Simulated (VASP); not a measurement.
# H2 in VASP: notebook

The runs below take H2 through relaxation of the atoms, with PBE, PBE+D3(BJ).

Program: VASP 6.6.1. These are calculated values, not measurements. Logs are shortened: lines on timing, memory, paths and dates and some standing lists are left out, and cuts for length are marked.

## (1) The molecule as given

The cell holds a molecule in a box, 2 atoms: a = 10.000 Å, b = 10.500 Å, c = 11.000 Å, α = 90.00°, β = 90.00°, γ = 90.00°.

## (2) Relaxation of the atoms, PBE

INCAR reads:

```
SYSTEM = H
PREC = Accurate
ENCUT = 520
EDIFF = 1E-6
ISMEAR = 0
SIGMA = 0.05
LREAL = .FALSE.
LASPH = .TRUE.
NELM = 100
ALGO = Normal
ISIF = 2
LWAVE = .FALSE.
LCHARG = .FALSE.
GGA = PE
IBRION = 2
NSW = 60
EDIFFG = -0.01
```

KPOINTS reads:

```
regular mesh
0
G
  1 1 1
  0 0 0
```

POSCAR reads:

```
H
1.0
   10.0000000000      0.0000000000      0.0000000000
    0.0000000000     10.5000000000      0.0000000000
    0.0000000000      0.0000000000     11.0000000000
H
2
Direct
    0.5000000000      0.5000000000      0.5335075455
    0.5000000000      0.5000000000      0.4664924545
```

Potentials or basis: VASP PAW PBE potentials, release 64 (H).

Started as:

```console
cat potpaw_PBE.64/H/POTCAR > POTCAR
mpirun -np 1 vasp_std > vasp.out
```

OUTCAR:

```text
SYSTEM = H
   PREC = Accurate
   ENCUT = 520
   EDIFF = 1E-6
   ISMEAR = 0
   LREAL = .FALSE.
   LASPH = .TRUE.
   NELM = 100
   ISIF = 2
   GGA = PE
   IBRION = 2
   NSW = 60
   EDIFFG = -0.01

 ion  position               nearest neighbor table
   1  0.500  0.500  0.534-   2 0.74
   2  0.500  0.500  0.466-   1 0.74

  LATTYP: Found a simple orthorhombic cell.
 ALAT       =    10.0000000000
 B/A-ratio  =     1.0500000000
 C/A-ratio  =     1.1000000000

  Lattice vectors:

 A1 = (  10.0000000000,   0.0000000000,   0.0000000000)
 A2 = (   0.0000000000,  10.5000000000,   0.0000000000)
 A3 = (   0.0000000000,   0.0000000000,  11.0000000000)

Analysis of symmetry for initial positions (statically):
=====================================================================
 Subroutine PRICEL returns:
 Original cell was already a primitive cell.

 Routine SETGRP: Setting up the symmetry group for a
 simple orthorhombic supercell.

 Subroutine GETGRP returns: Found  8 space group operations
 (whereof  8 operations were pure point group operations)
 out of a pool of  8 trial point group operations.

The static configuration has the point symmetry D_2h.

Analysis of symmetry for dynamics (positions and initial velocities):
=====================================================================
 Subroutine PRICEL returns:
 Original cell was already a primitive cell.

 Routine SETGRP: Setting up the symmetry group for a
 simple orthorhombic supercell.

 Subroutine GETGRP returns: Found  8 space group operations
 (whereof  8 operations were pure point group operations)
 out of a pool of  8 trial point group operations.

The dynamic configuration has the point symmetry D_2h.

 Subroutine INISYM returns: Found  8 space group operations
 (whereof  8 operations are pure point group operations),
 and found     1 'primitive' translations

----------------------------------------------------------------------------------------

                                     Primitive cell

  volume of cell :    1155.0000

  direct lattice vectors                    reciprocal lattice vectors
    10.000000000  0.000000000  0.000000000     0.100000000  0.000000000  0.000000000
     0.000000000 10.500000000  0.000000000     0.000000000  0.095238095  0.000000000
     0.000000000  0.000000000 11.000000000     0.000000000  0.000000000  0.090909091

  length of vectors
    10.000000000 10.500000000 11.000000000     0.100000000  0.095238095  0.090909091

  position of ions in fractional coordinates (direct lattice)
     0.500000000  0.500000000  0.533507546
     0.500000000  0.500000000  0.466492454

  ion indices of the primitive-cell ions
   primitive index   ion index
                 1           1
                 2           2

----------------------------------------------------------------------------------------

 KPOINTS: regular mesh

Automatic generation of k-mesh.
 Grid dimensions read from file:
 generate k-points for:    1    1    1

 Generating k-lattice:

  Cartesian coordinates                     Fractional coordinates (reciprocal lattice)
     0.100000000  0.000000000  0.000000000     1.000000000  0.000000000  0.000000000
     0.000000000  0.095238095  0.000000000     0.000000000  1.000000000  0.000000000
     0.000000000  0.000000000  0.090909091     0.000000000  0.000000000  1.000000000

  Length of vectors
     0.100000000  0.095238095  0.090909091

  Shift w.r.t. Gamma in fractional coordinates (k-lattice)
     0.000000000  0.000000000  0.000000000

 Subroutine IBZKPT returns following result:
 ===========================================

 Found      1 irreducible k-points:

 Following reciprocal coordinates:
            Coordinates               Weight
  0.000000  0.000000  0.000000      1.000000
   k-points           NKPTS =      1   k-points in BZ     NKDIM =      1   number of bands    NBANDS=      5
   number of dos      NEDOS =    301   number of ions     NIONS =      2
   total plane-waves  NPLWV = 537600
   dimension x,y,z NGX =    80 NGY =   80 NGZ =   84
   dimension x,y,z NGXF=   160 NGYF=  160 NGZF=  168
   ions per type =               2
   NGX,Y,Z   is equivalent  to a cutoff of  13.30, 12.67, 12.70 a.u.
   NGXF,Y,Z  is equivalent  to a cutoff of  26.60, 25.33, 25.39 a.u.
 SYSTEM =  H
   PREC   = accura    normal or accurate (medium, high low for compatibility)
   ISTART =      0    job   : 0-new  1-cont  2-samecut
   ICHARG =      2    charge: 1-file 2-atom 10-const
   ISPIN  =      1    spin polarized calculation?
   LNONCOLLINEAR =      F non collinear calculations
   LSORBIT =      F    spin-orbit coupling
   LASPH  =      T    aspherical Exc in radial PAW
   ENCUT  =  520.0 eV  38.22 Ry    6.18 a.u.  18.59 19.52 20.45*2*pi/ulx,y,z
   NELM   =    100;   NELMIN=  2; NELMDL= -5     # of ELM steps
   EDIFF  = 0.1E-05   stopping-criterion for ELM
   LREAL  =      F    real-space projection
   EDIFFG = -.1E-01   stopping-criterion for IOM
   NSW    =     60    number of steps for IOM
   IBRION =      2    ionic relax: 0-MD 1-quasi-New 2-CG
   NFREE  =      1    steps in history (QN), initial steepest desc. (CG)
   ISIF   =      2    stress and relaxation
   ISYM   =      2    0-nonsym 1-usesym 2-fastsym
   POTIM  = 0.5000    time-step for ionic-motion
   TEBEG  =    0.0;   TEEND  =   0.0 temperature during run
   PSTRESS=    0.0 pullay stress
   NELECT =       2.0000    total number of electrons
   NUPDOWN=      -1.0000    fix difference up-down
   EMIN   =  10.00;   EMAX   =-10.00  energy-range for DOS
   EFERMI =   0.00;   METHOD = LEGACY
   ISMEAR =     0;   SIGMA  =   0.05  broadening in eV -4-tet -1-fermi 0-gaus
   EFERMI_NEDOS =   21; number of points for ismear=-14 and -15
   IALGO  =     38    algorithm
   IMIX   =      4    mixing-type and parameters
     AMIX     =   0.40;   BMIX     =  1.00
     AMIX_MAG =   1.60;   BMIX_MAG =  1.00
  volume/ion in A,a.u.               =     577.50      3897.16
  Fermi-wavevector in a.u.,A,eV,Ry     =   0.196588  0.371498  0.525823  0.038647
  Thomas-Fermi vector in A             =   0.945437
   LORBIT       =      0    0 simple, 1 ext, 2 COOP (PROOUT), +10 PAW based schemes
   GGA     = PE    functional components
   LHFCALC =     F    Hartree Fock is set to
   AEXX    =    0.0000 exact exchange contribution
   IVDW    =     0    specifies the selected vdW correction
   LEPSILON=     F    determine dielectric tensor
   LRPA    =     F    only Hartree local field effects (RPA)
 conjugate gradient relaxation of ions
 non-spin polarized calculation
 Gauss-broadening in eV      SIGMA  =   0.05
  energy-cutoff  :      520.00
  volume of cell :     1155.00
 maximum number of plane-waves:     31095
 NGX is ok and might be reduce to    80
   NGX = 37   NGY = 39   NGZ = 41

--------------------------------------- Ionic step        1  -------------------------------------------

 number of electron       2.0000000 magnetization

 Free energy of the ion-electron system (eV)
  ---------------------------------------------------
  ext. energy  EPLUGINS =         0.00000000
  ---------------------------------------------------
  free energy    TOTEN  =        -6.76947799 eV

  energy without entropy =       -6.76947799  energy(sigma->0) =       -6.76947799

------------------------ aborting loop because EDIFF is reached ----------------------------------------

  FORCE on cell =-STRESS in cart. coord.  units (eV):
  Direction    XX          YY          ZZ          XY          YZ          ZX
  --------------------------------------------------------------------------------------
  -------------------------------------------------------------------------------------
  Total       -0.0275449     -0.0273264      0.3018129      0.0000000      0.0000000      0.0000000
  in kB       -0.0382094     -0.0379062      0.4186648      0.0000000      0.0000000      0.0000000
  external PRESSURE =       0.1141831 kB  Pullay stress =       0.0000000 kB

 VOLUME and BASIS-vectors are now :
 -----------------------------------------------------------------------------
  energy-cutoff  :      520.00
  volume of cell :     1155.00
      direct lattice vectors                 reciprocal lattice vectors
    10.000000000  0.000000000  0.000000000     0.100000000  0.000000000  0.000000000
     0.000000000 10.500000000  0.000000000     0.000000000  0.095238095  0.000000000
     0.000000000  0.000000000 11.000000000     0.000000000  0.000000000  0.090909091

 POSITION                                       TOTAL-FORCE (eV/Angst)
 -----------------------------------------------------------------------------------
      5.00000      5.25000      5.86858         0.000000      0.000000      0.458157
      5.00000      5.25000      5.13142         0.000000      0.000000     -0.458157
 -----------------------------------------------------------------------------------
    total drift:                                0.000000      0.000000      0.000000

  FREE ENERGIE OF THE ION-ELECTRON SYSTEM (eV)
  ---------------------------------------------------
  free  energy   TOTEN  =        -6.7694779887 eV

  energy  without entropy=       -6.7694779887  energy(sigma->0) =       -6.76947799

--------------------------------------- Ionic step        2  -------------------------------------------

 number of electron       2.0000000 magnetization

 E-fermi :  -9.9019     XC(G=0):  -0.3464

 val. band max:      -10.1620356535   @ k =   0.0000   0.0000   0.0000
 cond. band min:      -0.1618099784   @ k =   0.0000   0.0000   0.0000
 fundamental gap:     10.0002256750
 Fermi energy:        -9.9018976411

 k-point     1 :       0.0000    0.0000    0.0000
  band No.  band energies     occupation
      1     -10.1620      2.00000
      2      -0.1618      0.00000
      3       0.2164      0.00000
      4       0.8671      0.00000
      5       0.9594      0.00000

------------------------ aborting loop because EDIFF is reached ----------------------------------------

  FORCE on cell =-STRESS in cart. coord.  units (eV):
  Direction    XX          YY          ZZ          XY          YZ          ZX
  --------------------------------------------------------------------------------------
  -------------------------------------------------------------------------------------
  Total       -0.0267907     -0.0266453     -0.7982992      0.0000000      0.0000000      0.0000000
  in kB       -0.0371632     -0.0369614     -1.1073739      0.0000000      0.0000000      0.0000000
  external PRESSURE =      -0.3938328 kB  Pullay stress =       0.0000000 kB

 VOLUME and BASIS-vectors are now :
 -----------------------------------------------------------------------------
  energy-cutoff  :      520.00
  volume of cell :     1155.00
      direct lattice vectors                 reciprocal lattice vectors
    10.000000000  0.000000000  0.000000000     0.100000000  0.000000000  0.000000000
     0.000000000 10.500000000  0.000000000     0.000000000  0.095238095  0.000000000
     0.000000000  0.000000000 11.000000000     0.000000000  0.000000000  0.090909091

 POSITION                                       TOTAL-FORCE (eV/Angst)
 -----------------------------------------------------------------------------------
      5.00000      5.25000      5.89069         0.000000     -0.000000     -0.981056
      5.00000      5.25000      5.10931         0.000000      0.000000      0.981056
 -----------------------------------------------------------------------------------
    total drift:                                0.000000      0.000000      0.000000

  FREE ENERGIE OF THE ION-ELECTRON SYSTEM (eV)
  ---------------------------------------------------
  free  energy   TOTEN  =        -6.7564066428 eV

  energy  without entropy=       -6.7564066428  energy(sigma->0) =       -6.75640664

--------------------------------------- Ionic step        3  -------------------------------------------

 number of electron       2.0000000 magnetization

 Free energy of the ion-electron system (eV)
  ---------------------------------------------------
  ext. energy  EPLUGINS =         0.00000000
  ---------------------------------------------------
  free energy    TOTEN  =        -6.77235987 eV

  energy without entropy =       -6.77235987  energy(sigma->0) =       -6.77235987

 E-fermi : -10.0455     XC(G=0):  -0.3264

 val. band max:      -10.3095516490   @ k =   0.0000   0.0000   0.0000
 cond. band min:      -0.1449420917   @ k =   0.0000   0.0000   0.0000
 fundamental gap:     10.1646095574
 Fermi energy:       -10.0455087351

 k-point     1 :       0.0000    0.0000    0.0000
  band No.  band energies     occupation
      1     -10.3096      2.00000
      2      -0.1449      0.00000
      3       0.3159      0.00000
      4       0.8863      0.00000
      5       0.9789      0.00000

------------------------ aborting loop because EDIFF is reached ----------------------------------------

  FORCE on cell =-STRESS in cart. coord.  units (eV):
  Direction    XX          YY          ZZ          XY          YZ          ZX
  --------------------------------------------------------------------------------------
  -------------------------------------------------------------------------------------
  Total       -0.0275336     -0.0273408     -0.0356626     -0.0000000      0.0000000      0.0000000
  in kB       -0.0381937     -0.0379263     -0.0494700     -0.0000000      0.0000000      0.0000000
  external PRESSURE =      -0.0418633 kB  Pullay stress =       0.0000000 kB

 VOLUME and BASIS-vectors are now :
 -----------------------------------------------------------------------------
  energy-cutoff  :      520.00
  volume of cell :     1155.00
      direct lattice vectors                 reciprocal lattice vectors
    10.000000000  0.000000000  0.000000000     0.100000000  0.000000000  0.000000000
     0.000000000 10.500000000  0.000000000     0.000000000  0.095238095  0.000000000
     0.000000000  0.000000000 11.000000000     0.000000000  0.000000000  0.090909091

 POSITION                                       TOTAL-FORCE (eV/Angst)
 -----------------------------------------------------------------------------------
      5.00000      5.25000      5.87497         0.000000      0.000000     -0.000837
      5.00000      5.25000      5.12503         0.000000      0.000000      0.000837
 -----------------------------------------------------------------------------------
    total drift:                                0.000000      0.000000     -0.000000

  FREE ENERGIE OF THE ION-ELECTRON SYSTEM (eV)
  ---------------------------------------------------
  free  energy   TOTEN  =        -6.7723598655 eV

  energy  without entropy=       -6.7723598655  energy(sigma->0) =       -6.77235987

 reached required accuracy - stopping structural energy minimisation
```

Wall time 2.8 min (1 thread of Intel Xeon Platinum 8375C at 2.90GHz (Ice Lake), shared host); peak memory 0.94 GiB.

Results:

```yaml
Free_energy: -6.7724 eV
Energy_gained_by_relaxing: 1.4 meV/atom
Ionic_steps: 3
Gap_between_the_frontier_levels: 10.16 eV
```

Step by step:
| step | energy change (eV) | largest force (eV/Å) | pressure (GPa) |
| --- | --- | --- | --- |
| 1 | 0.0000 | 0.4582 | 0.01 |
| 2 | 0.0131 | 0.9811 | -0.04 |
| 3 | -0.0029 | 0.0008 | 0.00 |

Final structure:
```
CELL_PARAMETERS angstrom
10.00000 0.00000 0.00000
0.00000 10.50000 0.00000
0.00000 0.00000 11.00000
ATOMIC_POSITIONS crystal
H 0.50000 0.50000 0.53409
H 0.50000 0.50000 0.46591
```

Levels at points of the mesh, in eV from the valence-band top:
```csv
k point,band 1,band 2,band 3,band 4,band 5
"(0.00, 0.00, 0.00)",0.00,10.16,10.63,11.20,11.29
```

## (3) Relaxation of the atoms, PBE+D3(BJ)

INCAR reads:

```
  PREC = Accurate
  ENCUT = 520
  EDIFF = 1E-6
  ISMEAR = 0
  SIGMA = 0.05
  LREAL = F
  LASPH = T
  NELM = 80
  ALGO = Normal
  ISIF = 2
  LWAVE = F
  LCHARG = F
  GGA = PE
  IVDW = 12
  IBRION = 2
  NSW = 60
  EDIFFG = -0.005
```

KPOINTS reads:

```
Automatic mesh
0
Gamma
  1 1 1
```

POSCAR is that of step 2.

Potentials or basis: VASP PAW PBE potentials, release 64 (H).

Started as:

```console
cat potpaw_PBE.64/H/POTCAR > POTCAR
mpirun -np 1 vasp_std > vasp.out
```

It took 1.7 min on 1 thread of Intel Xeon 6975P-C (Granite Rapids), shared host; peak memory 0.96 GiB.

It converged, with:

| Quantity | Value |
| --- | --- |
| Free energy | -6.7749 eV |
| Energy gained by relaxing | 1.4 meV/atom |
| Ionic steps | 3 |
| Gap between the frontier levels | 10.16 eV |
| Dispersion energy per atom | -0.001 eV |

The path:
```
step  energy change (eV)  largest force (eV/Å)  pressure (GPa)
   1              0.0000                0.4592            0.01
   2              0.0131                0.9794           -0.04
   3             -0.0029                0.0008            0.00
```

Final structure:
```
H
1.0
    10.00000    0.00000    0.00000
     0.00000   10.50000    0.00000
     0.00000    0.00000   11.00000
H
2
Cartesian
  5.0000 5.2500 5.8750
  5.0000 5.2500 5.1250
```

Levels at points of the mesh, in eV from the valence-band top:
```tsv
k point	band 1	band 2	band 3	band 4	band 5
(0.00, 0.00, 0.00)	0.00	10.16	10.63	11.20	11.29
```
